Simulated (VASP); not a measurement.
# BN (F-43m) in VASP: further runs

The runs below take BN through G0W0 quasiparticle levels, with PBE.

Program: VASP 6.6.1. These are calculated values, not measurements. Logs are shortened: lines on timing, memory, paths and dates and some standing lists are left out, and cuts for length are marked.

### 1 The structure

It takes space group F-43m (No. 216, cubic). Conventional cell: a = 3.626 Å, b = 3.626 Å, c = 3.626 Å, α = 90.00°, β = 90.00°, γ = 90.00°. N (site symmetry -43m) is surrounded by 4 B at 1.57 Å. B (site symmetry -43m) is surrounded by 4 N at 1.57 Å.

The cell is a database's computed one.

### 2 G0W0 quasiparticle levels, PBE

Input file POSCAR:

```
BN
1.0
    0.0000000000      1.8130010000      1.8130010000
    1.8130010000      0.0000000000      1.8130010000
    1.8130010000      1.8130010000      0.0000000000
N B
1 1
Direct
    0.2500000000      0.2500000000      0.2500000000
    0.0000000000      0.0000000000      0.0000000000
```

Input file INCAR.step1:

```
SYSTEM = BN
PREC = Accurate ; ENCUT = 450
EDIFF = 1E-8 ; ISMEAR = 0
SIGMA = 0.01 ; LREAL = .FALSE.
LASPH = .TRUE. ; NELM = 80
ALGO = Normal ; LWAVE = .TRUE.
LCHARG = .FALSE. ; GGA = PE
```

Input file INCAR.step2:

```
SYSTEM = BN
PREC = Accurate ; ENCUT = 450
EDIFF = 1E-8 ; ISMEAR = 0
SIGMA = 0.01 ; LREAL = .FALSE.
LASPH = .TRUE. ; NELM = 1
ALGO = Exact ; LWAVE = .TRUE.
LCHARG = .FALSE. ; GGA = PE
NBANDS = 16 ; LOPTICS = .TRUE.
ISTART = 1
```

Input file INCAR.step3:

```
SYSTEM = BN
PREC = Accurate ; ENCUT = 450
EDIFF = 1E-8 ; ISMEAR = 0
SIGMA = 0.01 ; LREAL = .FALSE.
LASPH = .TRUE. ; ALGO = EVGW0
LWAVE = .FALSE. ; LCHARG = .FALSE.
GGA = PE ; NELMGW = 1
NBANDS = 16 ; ENCUTGW = 150
NOMEGA = 48 ; PRECFOCK = Fast
ISTART = 1 ; NBANDSGW = 12
```

Input file KPOINTS:

```
Automatic mesh
0
G
  3 3 3
  0 0 0
```

Potentials or basis: VASP PAW PBE potentials, release 64 (N_GW, B_GW).

Started as:

```sh
> cat potpaw_PBE.64/N_GW/POTCAR potpaw_PBE.64/B_GW/POTCAR > POTCAR
> cp INCAR.step1 INCAR
> mpirun -np 1 vasp_std > vasp.out
> cp INCAR.step2 INCAR
> mpirun -np 1 vasp_std > vasp.out
> cp INCAR.step3 INCAR
> mpirun -np 1 vasp_std > vasp.out
```

OUTCAR:

```text
SYSTEM = BN
   PREC = Accurate
   ENCUT = 450
   EDIFF = 1E-8
   ISMEAR = 0
   LREAL = .FALSE.
   LASPH = .TRUE.
   GGA = PE
   NELMGW = 1
   ENCUTGW = 150
   PRECFOCK = Fast
   ISTART = 1

 Found      4 irreducible k-points:

 Following reciprocal coordinates:
            Coordinates               Weight
  0.000000  0.000000  0.000000      1.000000
  0.333333  0.000000  0.000000      8.000000
  0.333333  0.333333  0.000000      6.000000
 -0.333333  0.333333  0.000000     12.000000
   k-points           NKPTS =      4   k-points in BZ     NKDIM =     27   number of bands    NBANDS=     16
   number of dos      NEDOS =    301   number of ions     NIONS =      2
   total plane-waves  NPLWV =   5832
   dimension x,y,z NGX =    18 NGY =   18 NGZ =   18
   dimension x,y,z NGXF=    36 NGYF=   36 NGZF=   36
   ions per type =               1   1
   NGX,Y,Z   is equivalent  to a cutoff of  11.67, 11.67, 11.67 a.u.
   NGXF,Y,Z  is equivalent  to a cutoff of  23.34, 23.34, 23.34 a.u.
 SYSTEM =  BN
   PREC   = accura    normal or accurate (medium, high low for compatibility)
   ISTART =      1    job   : 0-new  1-cont  2-samecut
   ICHARG =      0    charge: 1-file 2-atom 10-const
   ISPIN  =      1    spin polarized calculation?
   LNONCOLLINEAR =      F non collinear calculations
   LSORBIT =      F    spin-orbit coupling
   LASPH  =      T    aspherical Exc in radial PAW
   ENCUT  =  450.0 eV  33.07 Ry    5.75 a.u.   4.43  4.43  4.43*2*pi/ulx,y,z
   NELM   =     60;   NELMIN=  2; NELMDL=  0     # of ELM steps
   EDIFF  = 0.1E-07   stopping-criterion for ELM
   LREAL  =      F    real-space projection
   EDIFFG = 0.1E-06   stopping-criterion for IOM
   NSW    =      0    number of steps for IOM
   IBRION =     -1    ionic relax: 0-MD 1-quasi-New 2-CG
   NFREE  =      0    steps in history (QN), initial steepest desc. (CG)
   ISIF   =      0    stress and relaxation
   ISYM   =      3    0-nonsym 1-usesym 2-fastsym
   POTIM  = 0.5000    time-step for ionic-motion
   TEBEG  =    0.0;   TEEND  =   0.0 temperature during run
   PSTRESS=    0.0 pullay stress
   NELECT =       8.0000    total number of electrons
   NUPDOWN=      -1.0000    fix difference up-down
   EMIN   =  10.00;   EMAX   =-10.00  energy-range for DOS
   EFERMI =   0.00;   METHOD = LEGACY
   ISMEAR =     0;   SIGMA  =   0.01  broadening in eV -4-tet -1-fermi 0-gaus
   EFERMI_NEDOS =   21; number of points for ismear=-14 and -15
   IALGO  =     38    algorithm
   IMIX   =      4    mixing-type and parameters
     AMIX     =   0.40;   BMIX     =  1.00
     AMIX_MAG =   1.60;   BMIX_MAG =  1.00
  volume/ion in A,a.u.               =       5.96        40.22
  Fermi-wavevector in a.u.,A,eV,Ry     =   1.433387  2.708709 27.954506  2.054598
  Thomas-Fermi vector in A             =   2.552911
   LORBIT       =      0    0 simple, 1 ext, 2 COOP (PROOUT), +10 PAW based schemes
   GGA     = PE    functional components
   LHFCALC =     T    Hartree Fock is set to
   PRECFOCK=fast      Normal, Fast or Accurate (Low or Medium for compatibility)
   ENCUT4O =  -1.0   cutoff for four orbital integrals eV
   NKREDX  =     1    reduce k-point grid by
   NKREDY  =     1    reduce k-point grid by
   NKREDZ  =     1    reduce k-point grid by
   AEXX    =    1.0000 exact exchange contribution
   HFSCREEN=    0.0000 screening length (either q_TF or 0.3 A-1)
   HFSCREENC=   0.0000 screening length for correlation (either q_TF or 0.3 A-1)
   ENCUTFOCK=  -1.0 apply spherical cutoff to Coloumb kernel
   IVDW    =     0    specifies the selected vdW correction
   LEPSILON=     F    determine dielectric tensor
   LRPA    =     F    only Hartree local field effects (RPA)
   LRPAFORCE           =     F    calculate RPA forces
   ENCUTGW             = 150.0    cutoff for response function in eV
   ENCUTGWSOFT         = 120.0    soft cutoff for Coulomb kernel in GW response function in eV
   ENCUTLF             =  -1.0    cutoff for local field effects
   NELMGW              =     1    number of iterations in solving QP/BSE equation
   NELMHF              =     1    number of iterations in the inner HF iteration
   NKREDLFX            =     1    NKREDLFY  =   1   NKREDLFZ  =   1
 non-spin polarized calculation
 Gauss-broadening in eV      SIGMA  =   0.01
  energy-cutoff  :      450.00
  volume of cell :       11.92
 maximum number of plane-waves:       259
 NGX is ok and might be reduce to    18
  NGX = 12; NGY = 12; NGZ = 12
   NGX =  9   NGY =  9   NGZ =  9
 maximum number of plane-waves:        59

 QP shifts <psi_nk| G(iteration)W_0 |psi_nk>: iteration 1
 for sc-GW calculations column KS-energies equals QP-energies in previous step
 and V_xc(KS)=  KS-energies - (<T + V_ion + V_H > + <T+V_H+V_ion>^1  + <V_x>^1)

 k-point   1 :       0.0000    0.0000    0.0000
  band No.  KS-energies  QP-energies   sigma(KS)   V_xc(KS)     V^pw_x(r,r')   Z            occupation Imag(sigma)

      1     -12.7045     -14.3937     -17.5923     -15.4437     -26.3915       0.7862       2.0000       1.6688
      2       7.4800       7.3328     -18.4380     -18.2590     -22.3910       0.8227       2.0000       0.1252
      3       7.4800       7.3328     -18.4380     -18.2590     -22.3910       0.8227       2.0000       0.1252
      4       7.4800       7.3328     -18.4380     -18.2590     -22.3910       0.8227       2.0000       0.1252
      5      16.1541      18.1068     -11.3866     -13.7408      -6.6858       0.8295       0.0000      -0.1285
      6      16.1541      18.1068     -11.3866     -13.7408      -6.6858       0.8295       0.0000      -0.1285
      7      16.1541      18.1068     -11.3866     -13.7408      -6.6858       0.8295       0.0000      -0.1285
      8      17.6446      19.3677     -13.2667     -15.3925      -8.0853       0.8105       0.0000      -0.1645
      9      31.9542      33.2152      -9.7879     -11.3463      -3.2201       0.8092       0.0000      -0.6901
     10      35.0433      37.4843     -10.3723     -13.2558      -5.3479       0.8465       0.0000      -0.5533
     11      35.0433      37.4843     -10.3723     -13.2558      -5.3479       0.8465       0.0000      -0.5533
     12      35.6373      37.1824      -9.1339     -10.9827      -2.9663       0.8357       0.0000      -0.8872

 k-point   2 :       0.3333    0.0000    0.0000
  band No.  KS-energies  QP-energies   sigma(KS)   V_xc(KS)     V^pw_x(r,r')   Z            occupation Imag(sigma)

      1     -10.1846     -11.6497     -17.9090     -16.0149     -26.2370       0.7735       2.0000       1.2896
      2      -0.3875      -1.3625     -16.7560     -15.5250     -21.8274       0.7921       2.0000       0.2359
      3       5.9144       5.5835     -17.9060     -17.5013     -21.9873       0.8173       2.0000       0.1350
      4       5.9144       5.5835     -17.9060     -17.5013     -21.9873       0.8173       2.0000       0.1350
      5      17.2083      18.9180     -12.4280     -14.5090      -7.5426       0.8216       0.0000      -0.1449
      6      17.9907      20.0401     -11.6099     -14.0980      -6.7171       0.8237       0.0000      -0.1464
      7      17.9907      20.0401     -11.6099     -14.0980      -6.7171       0.8237       0.0000      -0.1464
      8      21.8856      24.0523     -12.9899     -15.7170      -7.3366       0.7945       0.0000      -0.2353
      9      30.4998      31.9224      -9.7117     -11.4642      -3.4614       0.8118       0.0000      -0.5516
     10      31.6850      33.6441     -10.1833     -12.5356      -4.6660       0.8329       0.0000      -0.5230
     11      31.6850      33.6441     -10.1833     -12.5356      -4.6660       0.8329       0.0000      -0.5230
     12      34.8352      36.8130     -10.4847     -12.9790      -3.5467       0.7929       0.0000      -0.9204

 k-point   3 :       0.3333    0.3333    0.0000
  band No.  KS-energies  QP-energies   sigma(KS)   V_xc(KS)     V^pw_x(r,r')   Z            occupation Imag(sigma)

      1      -9.3669     -10.7748     -18.0095     -16.1938     -26.1623       0.7754       2.0000       1.1858
      2       1.4101       0.5440     -17.6231     -16.5363     -22.5282       0.7969       2.0000       0.1999
      3       3.4490       2.8406     -17.2333     -16.4851     -21.6274       0.8132       2.0000       0.1577
      4       3.4490       2.8406     -17.2333     -16.4851     -21.6274       0.8132       2.0000       0.1577
      5      13.0634      14.4045     -11.1462     -12.7460      -6.7471       0.8383       0.0000      -0.1136
      6      17.6331      19.1744     -11.0754     -12.9241      -6.3551       0.8338       0.0000      -0.1365
      7      22.8744      25.3452     -12.7094     -15.8195      -6.8812       0.7944       0.0000      -0.2578
      8      22.8744      25.3452     -12.7094     -15.8195      -6.8812       0.7944       0.0000      -0.2578
      9      26.5646      28.6988     -12.7801     -15.4596      -6.7446       0.7965       0.0000      -0.3650
     10      34.6302      36.6893     -10.5534     -13.1424      -3.4910       0.7953       0.0000      -0.9257
     11      40.0725      42.8219     -10.0754     -13.3029      -4.8202       0.8519       0.0000      -1.0016
     12      42.6797      44.7749      -9.5659     -12.1199      -3.0257       0.8203       0.0000      -1.2329

 k-point   4 :      -0.3333    0.3333    0.0000
  band No.  KS-energies  QP-energies   sigma(KS)   V_xc(KS)     V^pw_x(r,r')   Z            occupation Imag(sigma)

      1      -7.3843      -8.6221     -18.8295     -17.2314     -26.7577       0.7745       2.0000       0.9835
      2      -0.9236      -1.9496     -16.2890     -14.9926     -21.3312       0.7914       2.0000       0.2458
      3       0.1065      -0.8735     -16.6253     -15.3973     -21.5376       0.7980       2.0000       0.2169
      4       3.9902       3.4462     -17.3841     -16.7145     -21.7092       0.8124       2.0000       0.1505
      5      15.2084      16.6728     -11.3292     -13.0861      -6.8133       0.8335       0.0000      -0.1235
      6      21.7399      23.9344     -13.2436     -15.9843      -7.8310       0.8007       0.0000      -0.2163
      7      21.9107      24.2919     -12.3596     -15.3419      -6.6763       0.7984       0.0000      -0.2344
      8      23.3440      25.6374     -12.6059     -15.5300      -6.4707       0.7843       0.0000      -0.2947
      9      25.4984      27.3456     -11.0937     -13.3611      -5.6086       0.8147       0.0000      -0.2666
     10      32.3255      34.3072      -9.9992     -12.3564      -4.7162       0.8407       0.0000      -0.5036
     11      34.0402      36.3904     -11.2375     -14.2195      -4.1780       0.7881       0.0000      -0.8409
     12      42.0541      44.0885      -9.1439     -11.5505      -2.9540       0.8454       0.0000      -1.2621
```

It took 4.5 s on 1 thread of Intel Xeon Platinum 8259CL at 2.50GHz (Skylake/Cascade Lake), shared host; peak memory 0.11 GiB.

The run converged, but some of its settings lie outside the range that counts as converged, so its numbers aren't taken as properties of the crystal.

What came out:

```
Band gap on the k mesh, mean-field level : 5.58 eV, indirect (least direct gap 8.67 eV)
Quasiparticle gap                        : 7.07 eV
Least direct quasiparticle gap           : 10.77 eV
```

Caveat: the k mesh is coarse (spacing up to 1.00 Å⁻¹), so the values aren't converged; bands, screening cutoff and mesh are small and nothing is extrapolated, so the quasiparticle values aren't converged; an odd mesh through Γ misses points on the zone boundary, where band edges often lie.

### 3 G0W0 quasiparticle levels, PBE

POSCAR is that of step 2.

INCAR.step1 is that of step 2.

Edit INCAR.step2 of step 2 so:

```diff
@@ -7,3 +7,3 @@
 LCHARG = .FALSE. ; GGA = PE
-NBANDS = 16 ; LOPTICS = .TRUE.
+NBANDS = 32 ; LOPTICS = .TRUE.
 ISTART = 1
```

Edit INCAR.step3 of step 2 so:

```diff
@@ -7,3 +7,3 @@
 GGA = PE ; NELMGW = 1
-NBANDS = 16 ; ENCUTGW = 150
+NBANDS = 32 ; ENCUTGW = 100
 NOMEGA = 48 ; PRECFOCK = Fast
```

KPOINTS is that of step 2.

Potentials or basis: VASP PAW PBE potentials, release 64 (N_GW, B_GW).

Started as:

```sh
> cat potpaw_PBE.64/N_GW/POTCAR potpaw_PBE.64/B_GW/POTCAR > POTCAR
> cp INCAR.step1 INCAR
> mpirun -np 1 vasp_std > vasp.out
> cp INCAR.step2 INCAR
> mpirun -np 1 vasp_std > vasp.out
> cp INCAR.step3 INCAR
> mpirun -np 1 vasp_std > vasp.out
```

OUTCAR:

```text
SYSTEM = BN
   PREC = Accurate
   ENCUT = 450
   EDIFF = 1E-8
   ISMEAR = 0
   LREAL = .FALSE.
   LASPH = .TRUE.
   GGA = PE
   NELMGW = 1
   ENCUTGW = 100
   PRECFOCK = Fast
   ISTART = 1

 Found      4 irreducible k-points:

 Following reciprocal coordinates:
            Coordinates               Weight
[... 86 lines left out ...]
      1     -12.7045     -14.5241     -17.7726     -15.4437     -26.3915       0.7813       2.0000       1.4490
      2       7.4800       7.0705     -18.7556     -18.2590     -22.3910       0.8246       2.0000       0.1112
      3       7.4800       7.0705     -18.7556     -18.2590     -22.3910       0.8246       2.0000       0.1112
      4       7.4800       7.0705     -18.7556     -18.2590     -22.3910       0.8246       2.0000       0.1112
      5      16.1541      17.6194     -11.9677     -13.7408      -6.6858       0.8264       0.0000      -0.1332
      6      16.1541      17.6194     -11.9677     -13.7408      -6.6858       0.8264       0.0000      -0.1332
      7      16.1541      17.6194     -11.9677     -13.7408      -6.6858       0.8264       0.0000      -0.1332
      8      17.6446      18.9303     -13.8038     -15.3925      -8.0853       0.8092       0.0000      -0.1594
      9      31.9542      32.5752     -10.5743     -11.3463      -3.2201       0.8044       0.0000      -0.6815
     10      35.0433      36.4707     -11.5449     -13.2558      -5.3479       0.8343       0.0000      -0.5334
     11      35.0433      36.4707     -11.5449     -13.2558      -5.3479       0.8343       0.0000      -0.5334
     12      35.6373      36.4356     -10.0197     -10.9827      -2.9663       0.8290       0.0000      -0.8683
[... 36 lines left out ...]
      1      -7.3843      -8.7759     -19.0284     -17.2314     -26.7577       0.7744       2.0000       0.8486
      2      -0.9236      -2.1592     -16.5583     -14.9926     -21.3312       0.7891       2.0000       0.2329
      3       0.1065      -1.0967     -16.9047     -15.3973     -21.5376       0.7982       2.0000       0.2025
      4       3.9902       3.2134     -17.6729     -16.7145     -21.7092       0.8105       2.0000       0.1409
      5      15.2084      16.2165     -11.8741     -13.0861      -6.8133       0.8318       0.0000      -0.1283
      6      21.7399      23.4762     -13.8201     -15.9843      -7.8310       0.8023       0.0000      -0.2118
      7      21.9107      23.7833     -12.9959     -15.3419      -6.6763       0.7982       0.0000      -0.2309
      8      23.3440      25.1594     -13.2199     -15.5300      -6.4707       0.7859       0.0000      -0.2863
      9      25.4984      26.7863     -11.7764     -13.3611      -5.6086       0.8127       0.0000      -0.2611
     10      32.3255      33.4966     -10.9478     -12.3564      -4.7162       0.8314       0.0000      -0.4961
     11      34.0402      35.7587     -12.0267     -14.2195      -4.1780       0.7837       0.0000      -0.8053
     12      42.0541      43.0881     -10.3096     -11.5505      -2.9540       0.8333       0.0000      -1.2422
```

OUTCAR.step2:

```text
SYSTEM = BN
   PREC = Accurate
   ENCUT = 450
   EDIFF = 1E-8
[... 519 lines left out ...]
  --------------------------------------------------------------------------------------------------------------
     0.00000     6.34640     6.34640     6.34640    -0.00000     0.00000    -0.00000
     1.42144     6.43444     6.43444     6.43444    -0.00000     0.00000    -0.00000
     2.84287     6.72267     6.72267     6.72267    -0.00000     0.00000    -0.00000
     4.26431     7.29059     7.29059     7.29059    -0.00000     0.00000    -0.00000
     5.68574     8.35653     8.35653     8.35653    -0.00000     0.00000    -0.00000
     7.10718    10.67884    10.67884    10.67884    -0.00000     0.00000    -0.00000
[... 92 lines left out ...]
   139.30066     0.94679     0.94679     0.94679     0.00000    -0.00000     0.00000
   140.72209     0.94793     0.94793     0.94793     0.00000    -0.00000     0.00000
```

Wall time 4.7 s (1 thread of Intel Xeon Platinum 8259CL at 2.50GHz (Skylake/Cascade Lake), shared host); peak memory 0.11 GiB.

These settings aren't checked as converged: the numbers below hold their error.

Results:

* Band gap on the k mesh, mean-field level: 5.58 eV, indirect (least direct gap 8.67 eV)
* Quasiparticle gap: 6.89 eV
* Least direct quasiparticle gap: 10.55 eV

Caveat: the k mesh is coarse (spacing up to 1.00 Å⁻¹), so the values aren't converged; bands, screening cutoff and mesh are small and nothing is extrapolated, so the quasiparticle values aren't converged; an odd mesh through Γ misses points on the zone boundary, where band edges often lie.

(Continued in part 2 of 2.)
